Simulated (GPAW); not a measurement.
# WS2 (Tungstenite) (P6_3/mmc) in GPAW: single point with LDA

Aim: the single point of WS2 (Tungstenite) with LDA.

All numbers are computed with GPAW 26.7.0; they aren't measurements. Logs are shortened: lines on timing, memory, paths and dates and some standing lists are left out, and cuts for length are marked. The log counts tension as positive stress, the text compression.

### Step 1. The structure

It takes space group P6_3/mmc (No. 194, hexagonal). The conventional cell has a = 3.180 Å, b = 3.180 Å, c = 12.500 Å, α = 90.00°, β = 90.00°, γ = 120.00°. Around W (site symmetry -6m2) lie 6 S at 2.41 Å. Around S (site symmetry 3m) lie 3 W at 2.41 Å.

### Step 2. Single point, LDA

Input file run.py:

```python
from ase.dft.bandgap import bandgap
from ase.io import read, write
from ase.units import GPa
from gpaw import GPAW, PW

atoms = read('WS2.xyz')

calc = GPAW(mode=PW(600),
            xc='LDA',
            kpts={'size': (10, 10, 3), 'gamma': True},
            occupations={'name': 'methfessel-paxton', 'order': 0, 'width': 0.02},
            nbands=46,
            convergence={'density': 1e-05, 'energy': 1e-05},
            maxiter=150,
            txt='gpaw.txt')
atoms.calc = calc
energy = atoms.get_potential_energy()
forces = atoms.get_forces()
stress = atoms.get_stress()
calc.write('gs.gpw')
write('result.traj', atoms)
print(f'Energy: {energy:.6f} eV')
print('Forces (eV/A):')
print(forces.round(4))
print('Stress (GPa):', (stress / GPa).round(3))
print('Fermi level:', round(calc.get_fermi_level(), 4), 'eV')
print(f'Gap: {bandgap(calc)[0]:.4f} eV, direct: {bandgap(calc, direct=True)[0]:.4f} eV')
```

Input file WS2.xyz:

```xyz
6
Lattice="3.1800000000 0.0000000000 0.0000000000 -1.5900000000 2.7539607840 0.0000000000 0.0000000000 0.0000000000 12.5000000000" Properties=species:S:1:pos:R:3 pbc="T T T"
W      1.5900000002      0.9179869279      9.3750000000
W     -0.0000000002      1.8359738561      3.1250000000
S      1.5900000002      0.9179869279      4.6875000000
S     -0.0000000002      1.8359738561     10.9375000000
S      1.5900000002      0.9179869279      1.5625000000
S     -0.0000000002      1.8359738561      7.8125000000
```

Potentials or basis: the program's PAW data sets (release 1.2.1) made for this functional, pw.

The run is started by

```bash
OMP_NUM_THREADS=1 python run.py
```

gpaw.txt:

```text
__  _  _
 | _ |_)|_||  |
 |__||  | ||/\| - 26.7.0

Input parameters:
  mode=PW(ecut=600.0),
  convergence={'density': 1e-05, 'energy': 1e-05},
  kpts=MonkhorstPack(size=(10, 10, 3), gamma=True),
  maxiter=150,
  nbands=46,
  occupations=Occupations(name='methfessel-paxton', order=0, width=0.02),
  xc=XC(name='LDA')

Diagonalizing LCAO Hamiltonian
Converting LCAO to pw mode

        S

           W
        S

           S
        W

           S

Atoms  # Å, Bohr magnetons
|   | symbol |         x |        y |         z |    initial magnetic moments |
|---|--------|-----------|----------|-----------|-----------------------------|
| 0 |      W |  1.590000 | 0.917987 |  9.375000 | ( 0.0000,  0.0000,  0.0000) |
| 1 |      W | -0.000000 | 1.835974 |  3.125000 | ( 0.0000,  0.0000,  0.0000) |
| 2 |      S |  1.590000 | 0.917987 |  4.687500 | ( 0.0000,  0.0000,  0.0000) |
| 3 |      S | -0.000000 | 1.835974 | 10.937500 | ( 0.0000,  0.0000,  0.0000) |
| 4 |      S |  1.590000 | 0.917987 |  1.562500 | ( 0.0000,  0.0000,  0.0000) |
| 5 |      S | -0.000000 | 1.835974 |  7.812500 | ( 0.0000,  0.0000,  0.0000) |

Unit cell  # Å
| periodic |         x |        y |         z |   lengths |     angles |
|----------|-----------|----------|-----------|-----------|------------|
|      yes |  3.180000 | 0.000000 |  0.000000 |  3.180000 |  90.000000 |
|      yes | -1.590000 | 2.753961 |  0.000000 |  3.180000 |  90.000000 |
|      yes |  0.000000 | 0.000000 | 12.500000 | 12.500000 | 120.000000 |

Number of symmetries: 12
Symmetry operations  # r_c * U_cc + t_c -> r_c
|    | kind |            matrix            |
|----|------|------------------------------|
|  0 |  σ   |  1, 1, 0,  0,-1, 0,  0, 0, 1 |
|  1 |  S6  |  1, 1, 0, -1, 0, 0,  0, 0,-1 |
|  2 |  E   |  1, 0, 0,  0, 1, 0,  0, 0, 1 |
|  3 |  C2  |  1, 0, 0, -1,-1, 0,  0, 0,-1 |
|  4 |  C2  |  0, 1, 0,  1, 0, 0,  0, 0,-1 |
|  5 |  C3  |  0, 1, 0, -1,-1, 0,  0, 0, 1 |
|  6 |  S6  |  0,-1, 0,  1, 1, 0,  0, 0,-1 |
|  7 |  σ   |  0,-1, 0, -1, 0, 0,  0, 0, 1 |
|  8 |  σ   | -1, 0, 0,  1, 1, 0,  0, 0, 1 |
|  9 |  i   | -1, 0, 0,  0,-1, 0,  0, 0,-1 |
| 10 |  C3  | -1,-1, 0,  1, 0, 0,  0, 0, 1 |
| 11 |  C2  | -1,-1, 0,  0, 1, 0,  0, 0,-1 |

BZ-sampling:
  Number of BZ points: 300
  Number of IBZ points: 36

  Monkhorst-Pack size: [10, 10, 3]
  Monkhorst-Pack shift: [0.05, 0.05, 0.0]

K-points  # in reciprocal-cell coordinates
|     |                                coordinates |     weight |
|-----|--------------------------------------------|------------|
|   0 | (  0.00000000,   0.00000000,   0.00000000) | 0.00333333 |
|   1 | (  0.00000000,   0.00000000,   0.33333333) | 0.00666667 |
|   2 | (  0.10000000,   0.00000000,  -0.33333333) | 0.02000000 |
|   3 | (  0.10000000,   0.00000000,   0.00000000) | 0.02000000 |
|   4 | (  0.10000000,   0.00000000,   0.33333333) | 0.02000000 |
|   5 | (  0.20000000,  -0.10000000,   0.00000000) | 0.02000000 |
|   6 | (  0.20000000,  -0.10000000,   0.33333333) | 0.04000000 |
|   7 | (  0.20000000,   0.00000000,  -0.33333333) | 0.02000000 |
|   8 | (  0.20000000,   0.00000000,   0.00000000) | 0.02000000 |
|   9 | (  0.20000000,   0.00000000,   0.33333333) | 0.02000000 |
| ... |                                            |            |
|  35 | (  0.50000000,   0.50000000,   0.33333333) | 0.02000000 |

Plane wave coefficients: 3691
Cutoff: 600.0 eV

Spin-components: 1 (collinear spins)
Bands:           46
Projectors:      32
Spin-degeneracy: 2
Datatype:        complex128

Parallelization:
  kpt:    1
  domain: 1
  band:   1

Density:
  Valence electrons: 52.0
  Components: 1
  Grid points: [18 18 72]
  Charge: 0.0  # |e|

Potential:
  Grid points: [18 18 72]

species:
  W:
    name:    Tungsten
    Z:       74.0
    valence: 14
    core:    60
    charge:  0.0  # [|e|]
    compensation charges:
      type: gauss
      rc: 0.40  # [Å]
      lmax: 2
    cutoffs:
      filter: 2.36  # [Å]
      core: 3.02  # [Å]
    projectors
    | kind |    occ | energy [eV] | rcut [Å] |
    |------|--------|-------------|----------|
    |   5s |  2.000 |     -79.053 |    1.344 |
    |   6s |  2.000 |      -5.886 |    1.344 |
    |   5p |  6.000 |     -43.417 |    1.355 |
    |   6p |  0.000 |      -1.469 |    1.355 |
    |   5d |  4.000 |      -4.693 |    1.228 |
    |    d |        |      22.518 |    1.228 |

    Using partial waves for W as LCAO basis

  S:
    name:    Sulfur
    Z:       16.0
    valence: 6
    core:    10
    charge:  0.0  # [|e|]
    compensation charges:
      type: gauss
      rc: 0.24  # [Å]
      lmax: 2
    cutoffs:
      filter: 1.77  # [Å]
      core: 1.66  # [Å]
    projectors
    | kind |    occ | energy [eV] | rcut [Å] |
    |------|--------|-------------|----------|
    |   3s |  2.000 |     -17.278 |    0.974 |
    |   3p |  4.000 |      -7.106 |    0.979 |
    |    s |        |       9.933 |    0.974 |
    |    p |        |      20.105 |    0.979 |
    |    d |        |       0.000 |    0.900 |

    Using partial waves for S as LCAO basis

Reference energy: -920330.548201  # eV

eigensolver:
  PPCG
  Converge bands: occupied
  niter=2

density mixing:
  MSR1-Mixer
  Pratt-step length: 0.05
  Maximum mixing coefficient: 0.75
  Old densities: 10
  SVD Regularization: 0.005
  Good broyden scale: 1.0
  Trust region scale: 1.0
  Backstep threshold: 4.0
  History deletion threshold: 6.0
  Fourier metric: weight=20.0, sigma=0.015

occupation numbers:
  Methfessel-Paxton:
    width: 0.0200  # eV
    order: 0

poisson solver:
  ecut: 4800.0  # eV

xc functional:
  name: None

convergence criteria:
[... 6 lines left out ...]
|iter     | |      energy | eigst |  dens |
|---------|-|-------------|-------|-------|
|iter:   1| |  -50.295057 | +0.45 |       |
|iter:   2| |  -50.504465 | -1.44 | -1.20 |
|iter:   3| |  -51.053597 | -1.08 | -1.23 |
|iter:   4| |  -50.069736 | -1.73 | -1.25 |
|iter:   5| |  -49.849784 | -2.03 | -1.60 |
|iter:   6| |  -49.851285 | -3.51 | -1.97 |
|iter:   7| |  -49.853218 | -4.20 | -2.65 |
|iter:   8| |  -49.850591 | -4.69 | -2.69 |
|iter:   9| |  -49.850549 | -5.88 | -3.24 |
|iter:  10| |  -49.850548c| -7.06 | -4.14 |
|iter:  11| |  -49.850548c| -7.70c| -4.81 |
|iter:  12| |  -49.850548c| -8.18c| -5.47c|

Converged in 12 steps
Energy contributions relative to reference atoms: (reference = -920330.548201)

Energy contributions:
  Kinetic:          24.093277
  Coulomb:         -28.859823
  Zero:              0.202307
  External:          0.000000
  Xc:              -45.286309
  Entropy:          -0.000000
  Spinorbit:         0.000000
  ----------------------------
  Free energy:     -49.850548
  Extrapolated:    -49.850548

dipole moment: (0.000004, 0.000006, 0.000029)  # |e|*Ang

Fermi level: 9.105
Eigenvalues  # (at kpt = [0.000, 0.000, 0.000])
| band index |      eig [eV] | occ [0-2] |
|------------|---------------|-----------|
|          0 |       -66.235 |     2.000 |
|        ... |               |           |
|         18 |         4.654 |     2.000 |
|         19 |         5.875 |     2.000 |
|         20 |         5.875 |     2.000 |
|         21 |         5.917 |     2.000 |
|         22 |         5.917 |     2.000 |
|         23 |         6.653 |     2.000 |
[... 8 lines left out ...]
|         32 |        10.674 |     0.000 |
|         33 |        10.674 |     0.000 |
|        ... |               |           |
|         45 |        20.498 |     0.000 |

Gap: 1.038 eV
Transition (v -> c):
  (s=0, k=0, n=25, [0.00, 0.00, 0.00]) -> (s=0, k=16, n=26, [0.40, -0.20, 0.00])
Direct/indirect transitions are different
Direct gap: 2.064 eV
Transition at: (s=0, k=24, n=25, [0.40, 0.30, 0.00])

Forces  # eV/Ang
|        x |        y |        z |
|----------|----------|----------|
|  0.00000 |  0.00000 |  0.00003 |  # W    0
| -0.00000 |  0.00000 | -0.00003 |  # W    1
|  0.00000 |  0.00000 | -0.40773 |  # S    2
|  0.00000 |  0.00000 | -0.40791 |  # S    3
|  0.00000 | -0.00000 |  0.40791 |  # S    4
|  0.00000 | -0.00000 |  0.40773 |  # S    5

Stress tensor  # eV/Ang^3
|         x |         y |        z |
|-----------|-----------|----------|
|  0.041811 | -0.000000 | 0.000000 |
| -0.000000 |  0.041811 | 0.000000 |
|  0.000000 |  0.000000 | 0.030587 |

# Writing to gs.gpw (mode='')
```

Run time: 2.3 min. Hardware: 1 thread of Arm Neoverse V1, shared host; peak memory 0.29 GiB.

Results:

```
Free energy            : -49.8505 eV
Pressure               : -6.1 GPa
Largest force          : 0.408 eV/Å
Band gap on the k mesh : 1.04 eV, indirect (least direct gap 2.06 eV)
```

Forces in eV/Å, atoms in the order of the input:
```
W    0.000  0.000  0.000
W    0.000  0.000  0.000
S    0.000  0.000 -0.408
S    0.000  0.000 -0.408
S    0.000  0.000  0.408
S    0.000  0.000  0.408
```

Caveat: spin-orbit coupling is left out, which moves the levels of the heavy elements; an odd mesh through Γ misses points on the zone boundary, where band edges often lie.
